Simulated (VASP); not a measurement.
**CdO: relaxation of cell and atoms with PBE**

Crystal: CdO.

```xyz
2
Lattice="0.0000 2.3899 2.3899 2.3899 0.0000 2.3899 2.3899 2.3899 0.0000" Properties=species:S:1:pos:R:3 pbc="T T T"
Cd    0.0000    0.0000    0.0000
O     2.3899    2.3899    2.3899
```

```yaml
Program: VASP 6.6.1
Task: relaxation of cell and atoms
Functional: PBE
Potentials_or_basis: VASP PAW PBE potentials, release 64 (Cd, O)
Cutoff: 520 eV
k_mesh: 16 × 16 × 16
Occupations: gaussian, width 0.1 eV
Spin: no spin polarisation
Target_pressure: 0.0001 GPa
Further_INCAR_settings: ALGO = Fast; EDIFF = 1e-07; IBRION = 2; EDIFFG = -0.002; NSW = 80; ISIF = 3
Target_pressure: 0.0001 GPa
```

```json
{"Relaxed volume": "13.68 Å³/atom", "Relaxed cell": "a = 3.382 Å, b = 3.382 Å, c = 3.382 Å, α = 60.00°, β = 60.00°, γ = 60.00°", "Space group after relaxing (to 0.05 Å)": "Fm-3m (No. 225)", "Energy change on relaxing (the enthalpy is what falls)": "-0.0 meV/atom", "Ionic steps": "3", "Pressure after relaxing": "0.0 GPa", "Band gap on the k mesh": "none (metal or under the smearing width)"}
```

Final structure:
```cif
data_structure
_symmetry_space_group_name_H-M 'P 1'
_symmetry_Int_Tables_number 1
_cell_length_a 3.3819
_cell_length_b 3.3819
_cell_length_c 3.3819
_cell_angle_alpha 60.000
_cell_angle_beta 60.000
_cell_angle_gamma 60.000
_cell_volume 27.35
loop_
_atom_site_label
_atom_site_type_symbol
_atom_site_fract_x
_atom_site_fract_y
_atom_site_fract_z
_atom_site_occupancy
Cd1 Cd 0.00000 0.00000 0.00000 1
O1 O 0.50000 0.50000 0.50000 1
```

Levels at points of the mesh, in eV from the Fermi level:
| k point | band 6 | band 7 | band 8 | band 9 | band 10 | band 11 | band 12 | band 13 |
| --- | --- | --- | --- | --- | --- | --- | --- | --- |
| (0.00, 0.00, 0.00) | -6.43 | -1.22 | -1.22 | -1.22 | -0.61 | 14.82 | 16.58 | 16.58 |
| (0.50, 0.00, 0.00) | -6.22 | -3.76 | -0.09 | -0.09 | 4.33 | 6.86 | 11.60 | 11.60 |
| (0.50, 0.50, 0.00) | -5.85 | -4.04 | -2.14 | -2.14 | 3.58 | 8.25 | 10.95 | 12.83 |

It took 51 s on 1 thread of Intel(R) Xeon(R) 6975P-C (Granite Rapids), on a shared host, peak memory 0.2 GiB.

Caveat: the cell is relaxed towards a set pressure, so the enthalpy falls and the energy may rise; this crystal is a semiconductor, whose small gap the functional closes, so the metal is an error of the method.
